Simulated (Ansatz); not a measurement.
Sr, space group P6_3/mmc, a conversion between chain and input file

Program: the Python package of Ansatz (0.2.0).

`run_convert.py`:
```python
# -*- coding: utf-8 -*-
import ansatz as az

lattice = az.Lattice.of(
    (4.3012, 0.0, 0.0),
    (-2.1506, 3.725, 0.0),
    (0.0, 0.0, 14.1848),
)
sites = [
    ("Sr", (0.0, 0.0, 0.0)),
    ("Sr", (1 / 3, 2 / 3, 0.25)),
    ("Sr", (0.0, 0.0, 0.5)),
    ("Sr", (2 / 3, 1 / 3, 0.75)),
]
crystal = az.Crystal(lattice=lattice)
for symbol, position in sites:
    crystal = crystal.atom(symbol, position)

calculation = crystal.calculation()
calculation = calculation.functional(az.Functional.PBE)
calculation = calculation.occupations("cold")
calculation = calculation.kpoints(spacing=0.32)
calculation = calculation.elastic("clamped_ion")
text = calculation.to_yaml()
print(text)
print("sections:", sorted(calculation.input().to_dict()))
```

```console
$ python run_convert.py
crystal:
  lattice:
    - [4.3012, 0.0, 0.0]
    - [-2.1506, 3.725, 0.0]
    - [0.0, 0.0, 14.1848]
  atoms:
    - { symbol: Sr, position: [0.0, 0.0, 0.0] }
    - { symbol: Sr, position: [0.3333333333333333, 0.6666666666666666, 0.25] }
    - { symbol: Sr, position: [0.0, 0.0, 0.5] }
    - { symbol: Sr, position: [0.6666666666666666, 0.3333333333333333, 0.75] }
kpoints:
  mp_grid:
    kspacing: 0.32
hamiltonian:
  xc: pbe
scf:
  occupations:
    method: cold
elastic:
  mode: clamped_ion

sections: ['crystal', 'elastic', 'hamiltonian', 'kpoints', 'scf']
```

The input is only written out: it wasn't run, and its settings aren't tested. The structure comes from a database and needn't be a stable phase.

(A comment or docstring line of the script was reworded after the run, the code is as it ran.)
